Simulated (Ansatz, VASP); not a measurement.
## Two plane-wave programs on Zn

```xyz
1
Lattice="2.4525 0.0000 0.0000 0.0000 2.4612 0.0000 0.0000 0.0000 2.7029" Properties=species:S:1:pos:R:3 pbc="T T T"
Zn    0.0000    0.0000    0.0000
```

Alike in both runs: task relaxation of cell and atoms; functional PBE; k mesh 8 × 8 × 6; occupations gaussian, width 0.1 eV; no spin polarisation.

|  | VASP | Ansatz |
| --- | --- | --- |
| version | VASP 6.6.1 | Ansatz 0.2.0 |
| potentials or method | VASP PAW PBE potentials, release 64 (Zn) | scalar-relativistic, plane waves, PAW |
| plane-wave cutoff (eV) | 600 | 420 |
| valence electrons in the cell | 12 | 12 |

```csv
,VASP,Ansatz,Ansatz less VASP
"gap on the k mesh at the Fermi level, each at its own relaxed structure (eV)",none,none,-
relaxed volume (Å³/atom),18.24,18.09,-0.156
relaxed cell length with the largest relative difference (Å),2.695,2.684,-0.0112
energy change over the relaxation (meV/atom),-64,-61,+3.1
```

A gap of «none» marks a metal or a gap that the smearing closes.

Caveats: the k mesh is coarse (spacing up to 0.39 Å⁻¹), so the values aren't converged.
